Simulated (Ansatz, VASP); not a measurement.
## One calculation of Si, two programs

```
Si
1.0
     2.82289    0.00000    0.00000
    -1.41145    2.44470    0.00000
     0.00000    0.00000    2.12544
Si
1
Cartesian
  0.0000 0.0000 0.0000
```

Alike in both runs: task single point; functional PBEsol; k mesh 24 × 24 × 22; occupations gaussian, width 0.15 eV; no spin polarisation.

```csv
,VASP,Ansatz
version,VASP 6.6.1,Ansatz 0.2.0
potentials or method,"VASP PAW PBE potentials, release 64 (Si)","scalar-relativistic, plane waves, PAW"
plane-wave cutoff (eV),520,420
valence electrons in the cell,4,4
```

|  | VASP | Ansatz | Ansatz less VASP |
| --- | --- | --- | --- |
| gap on the k mesh at the Fermi level (eV) | none | none | - |
| pressure (GPa) | 17.0 | 16.8 | -0.15 |
| largest component of the traceless stress (GPa) | 58.23 | 58.08 | -0.149 |

A gap of «none» marks a metal or a gap that the smearing closes. With one functional, cell and mesh, what is left measures potentials, basis and numerics.

Caveats: so large a pressure means that the cell lies far from this level's equilibrium, or that cutoff or potentials fall short (VASP); the potentials were made for another functional, which shifts forces and pressure (VASP).
